# Two band edges in AlCu₃

## The question

A density of states tells how many electron states a crystal offers in each small interval of energy. In a metal such as AlCu₃, some orbitals give a tall, narrow block of states and others a low, wide one. The table comes from a density-functional calculation with the r2SCAN functional for the crystal in the Cu₃Au structure, and its energies are counted from the Fermi level, up to which the states are filled. Two rows are left open, at −4.75 eV and at 2.05 eV. How large is the density of states there, and which orbitals supply it?

AlCu₃ in the Cu₃Au structure, a = 3.687 Å, computed with Ansatz 0.2.0 (r2SCAN, plane-wave PAW, scalar-relativistic, no spin polarisation, 500 eV cutoff, 12×12×12 k mesh, 0.1 eV Gaussian smearing). The density of states uses tetrahedra on an 18×18×18 k mesh, averaged over 0.2 eV bins; energies count from the Fermi level, and Löwdin projections are summed over sites.

| energy (eV) | density of states total (states/eV/cell) | DOS Cu 3d (states/eV/cell) | DOS Al 3p (states/eV/cell) | DOS Cu 4s (states/eV/cell) | DOS Al 3s (states/eV/cell) |
| --- | --- | --- | --- | --- | --- |
| -7.95 | 0.62 | 0.05 | 0.1200 | 0.2200 | 0.21 |
| -7.55 | 0.64 | 0.08 | 0.1600 | 0.2000 | 0.2 |
| -7.15 | 0.80 | 0.14 | 0.2200 | 0.2200 | 0.21 |
| -6.75 | 0.99 | 0.26 | 0.2500 | 0.2300 | 0.24 |
| -6.35 | 0.75 | 0.17 | 0.2600 | 0.2400 | 0.07 |
| -5.95 | 1.35 | 0.45 | 0.4400 | 0.3400 | 0.1 |
| -5.55 | 1.97 | 1.01 | 0.4400 | 0.3400 | 0.16 |
| -5.15 | 2.78 | 1.88 | 0.4400 | 0.3100 | 0.12 |
| -4.75 | ? | ? | ? | ? | ? |
| -4.35 | 12.33 | 11.12 | 0.6500 | 0.4300 | 0.02 |
| -3.95 | 9.96 | 9.26 | 0.4800 | 0.1200 | 0.02 |
| -3.55 | 13.74 | 13.09 | 0.3900 | 0.1200 | 0.01 |
| -3.15 | 9.88 | 9.56 | 0.1300 | 0.1100 | 0.02 |
| -2.75 | 14.77 | 14.09 | 0.1800 | 0.3900 | 0.02 |
| -2.35 | 7.88 | 7.09 | 0.1300 | 0.2200 | 0.31 |
| -1.95 | 1.35 | 0.82 | 0.1400 | 0.1500 | 0.16 |
| -1.55 | 0.92 | 0.39 | 0.2000 | 0.1000 | 0.11 |
| -1.15 | 1.77 | 0.93 | 0.5100 | 0.1800 | 0.07 |
| -0.75 | 1.48 | 0.6 | 0.5100 | 0.2000 | 0.07 |
| -0.35 | 1.33 | 0.4 | 0.5300 | 0.1900 | 0.08 |
| 0.05 | 1.17 | 0.28 | 0.5100 | 0.1700 | 0.07 |
| 0.45 | 1.02 | 0.2 | 0.4600 | 0.1400 | 0.06 |
| 0.85 | 0.89 | 0.14 | 0.4100 | 0.1200 | 0.05 |
| 1.25 | 0.76 | 0.1 | 0.3500 | 0.1000 | 0.04 |
| 1.65 | 0.77 | 0.1 | 0.3000 | 0.1000 | 0.1 |
| 2.05 | ? | ? | ? | ? | ? |
| 2.45 | 1.18 | 0.14 | 0.2600 | 0.4400 | 0.16 |
| 2.85 | 1.20 | 0.11 | 0.2800 | 0.4300 | 0.14 |
| 3.25 | 1.22 | 0.1 | 0.3300 | 0.3800 | 0.11 |
| 3.65 | 1.12 | 0.08 | 0.3100 | 0.3100 | 0.07 |
| 4.05 | 1.05 | 0.06 | 0.2600 | 0.2600 | 0.05 |
| 4.45 | 1.05 | 0.05 | 0.2300 | 0.2500 | 0.04 |
| 4.85 | 1.39 | 0.06 | 0.2100 | 0.3800 | 0.06 |
| 5.25 | 1.08 | 0.04 | 0.1800 | 0.2400 | 0.06 |
| 5.65 | 1.52 | 0.04 | 0.1900 | 0.4000 | 0.16 |

## Compact orbitals make tall bands

The copper 3d orbitals are compact and overlap little with their neighbours. Electrons in them hop poorly from atom to atom, so their energies spread over a narrow range. Three copper atoms bring 30 such states, counting both spins, and the six rows from −4.35 to −2.35 eV cover 2.4 eV. If all of them fell there, that would make 30 / 2.4 = 12.5 states per eV and cell. The average Cu 3d value in these rows is 10.7, somewhat less, because part of the d weight lies outside the block.

The s and p orbitals reach far and overlap strongly. Their states are spread over many eV, so the density of states outside the d block is only about one or two per eV over most of the table. The Fermi level lies in this low region, where the total falls smoothly and Cu 3d supplies about a quarter of it. In nickel, copper's neighbour with one electron fewer, the d band reaches up to the Fermi level and the density of states there is much larger.

The two kinds of state also mix. For the same coupling, two levels mix more strongly the closer they lie in energy, so the wide bands should take on more d character as they approach the d block. The table agrees on both sides, apart from small dips. Below the block, the Cu 3d share of the total grows from 8 % at −7.95 eV to 68 % at −5.15 eV. Above it, the share grows from 13 % at 1.25 eV to 61 % at −1.95 eV. The projections show this shared weight, but not whether a state is bonding or antibonding.

## Forecast at −4.75 eV

This row lies between the foothills of the d band and its first tall row. Over the last three steps below the edge the d weight grows by a factor of roughly two each time, so a midpoint on a logarithmic scale is more natural than a plain average. That midpoint is the geometric mean of the two neighbours:

√(2.78 × 12.33) ≈ 5.9 states/eV/cell

Tried on known rows inside the d band and at its upper edge, the same rule is typically wrong by a factor of 1.6. The forecast is therefore 5.9, with a range from 3.6 to 9.5. Treated in the same way, Cu 3d should be about 4.6, with a range from 2.8 to 7.4, and so make up most of the total.

There is a second way to look at this row. If each row stands for 0.4 eV, the known rows below the Fermi level already hold 28.56 of the 30 possible d electrons. The room left over corresponds to (30 − 28.56) / 0.4 ≈ 3.6 states per eV, which favours the low end of the range. This is an upper estimate, since a little of the d weight lies above the Fermi level and stays empty. But the rows sample only every other interval of a jagged band, and the count inherits that coarseness, so the forecast stays where it is.

## Forecast at 2.05 eV

Above the Fermi level the total first falls and then rises again between 1.65 and 2.45 eV. Most of the rise is Cu 4s, which goes from 0.10 to 0.44, so a new band with much s character probably opens here. Near the bottom of a band in three dimensions, the number of states per eV grows as the square root of the height above the bottom. It climbs steeply at first and then more slowly, which puts a row halfway up in energy above the plain midpoint, provided that the band opens near the lower of the two neighbours.

The model adds such a square root to a straight, falling background and is fitted to the seven known rows from 0.05 to 2.85 eV. It gives a total of about 1.1, with a range from 0.9 to 1.3, half the step between the neighbours either way. For Cu 4s the forecast is simply the neighbours' midpoint, 0.27, with a range from 0.10 to 0.44. Four adjustable constants on seven rows fit easily, so the fitted band bottom should not be read as a measured edge.

## The computed values

The withheld rows as computed:

| energy (eV) | density of states total (states/eV/cell) | DOS Cu 3d (states/eV/cell) | DOS Al 3p (states/eV/cell) | DOS Cu 4s (states/eV/cell) | DOS Al 3s (states/eV/cell) |
| --- | --- | --- | --- | --- | --- |
| -4.75 | 3.08 | 2.62 | 0.1800 | 0.2300 | 0.04 |
| 2.05 | 1.18 | 0.16 | 0.2900 | 0.3800 | 0.16 |

The forecast at −4.75 eV fails. The total is 3.08, about half of the predicted 5.9 and below the stated range, and Cu 3d at 2.62 also falls below its range. Only the qualitative part holds: d states do make up most of the total.

At 2.05 eV both forecasts hold within their ranges, though both are low. The total is 1.18 against a predicted 1.1, and Cu 4s is 0.38 against 0.27. The square root does better than the plain midpoint of the totals, which would have given 0.98.

## Why one forecast failed and the other held

The geometric mean assumes that the density of states climbs by the same factor in each step. In fact the total barely rises from −5.15 to −4.75 eV and then becomes four times as large in the next step. By its make-up the row at −4.75 eV already belongs to the d band, since Cu 3d supplies 85 % of the total, but by its height it still belongs to the foothills. The tall block starts abruptly after it. Such a jump is expected where the first flat branch of the d bands begins, and a smooth curve drawn through the neighbours cannot know where that is.

The error range was also too trusting. It is an average over rows inside the d band and at its upper edge, and the edge rows do worse. At −2.35 and −1.95 eV the rule misses by factors of 1.8 and 2.0, much like the factor of 1.9 here. The electron count pointed to the correct side and deserved more weight than it got. It is still a coarse guide. The same calculation assigns 9.7587 d electrons to each copper atom, not 10, and with that figure the count would give only 1.8 states per eV, which is too low. Its merit is that it brought in a fact that the neighbours lack: the d shell can hold only so many electrons.

The rise above the Fermi level is abrupt too, but it comes before the withheld row and not after it. At 2.05 eV the total has already reached its value at 2.45 eV, and Cu 4s has made most of its climb from 0.10 to 0.44. The fitted curve is still rising at that row, so it comes out low. The forecast still held because its range was generous: half the step either way covers most values between the two neighbours, so this success is a mild test.

For a related alloy, the orbitals tell which parts of the density of states will be tall and which low. The exact place of an edge has to come from a calculation of that alloy, listed on a finer energy grid. Comparison with photoemission needs further care, since computed d levels of this kind can be shifted from the measured ones. The printed output below gives both estimates and their misses. It also lists what the square-root fit gives at −4.75 eV, far outside the rows it was fitted to. That value is no forecast, and its closeness to the computed one is an accident.

The analysis program printed:

```
Cu 3d share of the total in the rows from -4.35 to -2.35 eV, percent: 93.66
Cu 3d share of the total at 0.05 eV, percent: 23.93
Al 3p at -4.35 eV over Al 3p at -2.35 eV, ratio: 5
typical error factor of the neighbour rule, centres -3.95 to -1.95 eV: 1.614
forecast of the total at -4.75 eV, states/eV/cell: 5.855
lower end of that range, states/eV/cell: 3.627
upper end of that range, states/eV/cell: 9.452
computed total at -4.75 eV, states/eV/cell: 3.08
forecast less computed total at -4.75 eV, states/eV/cell: 2.775
forecast of Cu 3d at -4.75 eV, states/eV/cell: 4.572
computed Cu 3d at -4.75 eV, states/eV/cell: 2.62
Cu 3d electrons counted in the known rows below the Fermi level: 28.56
Cu 3d at -4.75 eV that would fill the shells to 30 electrons, states/eV/cell: 3.61
fit of density_of_states_total on 7 rows ((energy > -0.1) & (energy < 3)): constant 1.182 +/- 0.0095, coefficient of energy -0.3421 +/- 0.01, coefficient of where(energy > s, sqrt(abs(energy - s)), 0) 0.9041 +/- 0.022, s 1.621; rms 0.00737, worst 2.45 -0.0124, leave-one-out rms 0.0781
  rows outside the fit (model, value, miss): -7.95 3.902, 0.62, 3.28; -7.55 3.765, 0.64, 3.13; -7.15 3.628, 0.8, 2.83; -6.75 3.491, 0.99, 2.5; -6.35 3.355, 0.75, 2.6; -5.95 3.218, 1.35, 1.87; -5.55 3.081, 1.97, 1.11; -5.15 2.944, 2.78, 0.164; -4.75 2.807, 3.08, -0.273; -4.35 2.67, 12.33, -9.66; -3.95 2.534, 9.96, -7.43; -3.55 2.397, 13.74, -11.3; -3.15 2.26, 9.88, -7.62; -2.75 2.123, 14.77, -12.6; -2.35 1.986, 7.88, -5.89; -1.95 1.849, 1.35, 0.499; -1.55 1.713, 0.92, 0.793; -1.15 1.576, 1.77, -0.194; -0.75 1.439, 1.48, -0.041; -0.35 1.302, 1.33, -0.0279; 2.05 1.073, 1.18, -0.107; 3.25 1.225, 1.22, 0.00464; 3.65 1.222, 1.12, 0.102; 4.05 1.206, 1.05, 0.156; 4.45 1.181, 1.05, 0.131; 4.85 1.148, 1.39, -0.242; 5.25 1.109, 1.08, 0.0288; 5.65 1.064, 1.52, -0.456
forecast of the total at 2.05 eV, states/eV/cell: 1.073
half the step between its neighbours, used as error bar, states/eV/cell: 0.205
computed total at 2.05 eV, states/eV/cell: 1.18
forecast less computed total at 2.05 eV, states/eV/cell: -0.1066
rival midpoint of the neighbours at 2.05 eV, states/eV/cell: 0.975
forecast of Cu 4s at 2.05 eV, states/eV/cell: 0.27
computed Cu 4s at 2.05 eV, states/eV/cell: 0.38
computed Al 3s at 2.05 eV, states/eV/cell: 0.16
```
